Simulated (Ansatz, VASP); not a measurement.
**TiTe2 in VASP and in Ansatz**

```
Ti Te
1.0
     3.77700    0.00000    0.00000
    -1.88850    3.27098    0.00000
     0.00000    0.00000    6.49800
Ti Te
1 2
Direct
  0.00000 0.00000 0.00000
  0.66667 0.33333 0.26280
  0.33333 0.66667 0.73720
```

Alike in both runs: task single point; functional PBE; k mesh 9 × 9 × 5; no spin polarisation.

|  | VASP | Ansatz |
| --- | --- | --- |
| version | VASP 6.6.1 | Ansatz 0.2.0 |
| potentials or method | VASP PAW PBE potentials, release 64 (Ti_sv, Te) | plane waves, PAW |
| plane-wave cutoff (eV) | 520 | 420 |
| occupations | methfessel-paxton of order 1, width 0.1 eV | cold, width 0.1 eV |
| valence electrons in the cell | 24 | 44 |

```tsv
	VASP	Ansatz	Ansatz less VASP
pressure (GPa)	0.9	0.9	+0.02
largest component of the traceless stress (GPa)	0.53	0.53	-0.001
```

The two sets of potentials don't hold the same shells in valence.

Caveats: this functional lacks dispersion, which binds the layers, so the pressure and a relaxed spacing across them are unreliable. Spin-orbit coupling is left out, which matters for the levels of Te.
